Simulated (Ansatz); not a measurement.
## Ru: which structure is lowest?

Computed with DFT, revPBE, plane waves (420 eV) with PAW, scalar-relativistic in Ansatz 0.2.0. The PAW files were generated under PBE, with cores re-solved for the functional.

Each structure is relaxed within its own symmetry, so a high-lying one may be dynamically unstable.

**Question.** Rank these structures of ruthenium by energy per atom, lowest first.
A. hcp
B. A15
C. diamond
D. fcc
E. bcc
F. dhcp
G. simple cubic
H. omega (AlB2-type)

**Answer.** A (0 meV/atom), F (84 meV/atom), D (114 meV/atom), H (254 meV/atom), B (382 meV/atom), E (617 meV/atom), G (1116 meV/atom), C (1132 meV/atom).

| structure | ΔE (meV/atom) | V (Å³/atom) | cell | magnetic state |
| --- | --- | --- | --- | --- |
| hcp | 0 | 13.91 | a = 2.733 Å, c = 4.300 Å (c/a = 1.573) | non-magnetic |
| dhcp | 84 | 13.98 | a = 2.720 Å, c = 8.731 Å (c/a = 3.210) | spin not included |
| fcc | 114 | 14.00 | a = 3.825 Å | spin not included |
| omega (AlB2-type) | 254 | 14.27 | a = 4.284 Å, c = 2.694 Å (c/a = 0.629) | spin not included |
| A15 | 382 | 14.38 | a = 4.864 Å | spin not included |
| bcc | 617 | 14.41 | a = 3.066 Å | spin not included |
| simple cubic | 1116 | 16.05 | a = 2.522 Å | spin not included |
| diamond | 1132 | 20.55 | a = 5.478 Å | spin not included |

ΔE counts from hcp.

Differences under about 8 meV lie within the error of the k-point mesh.
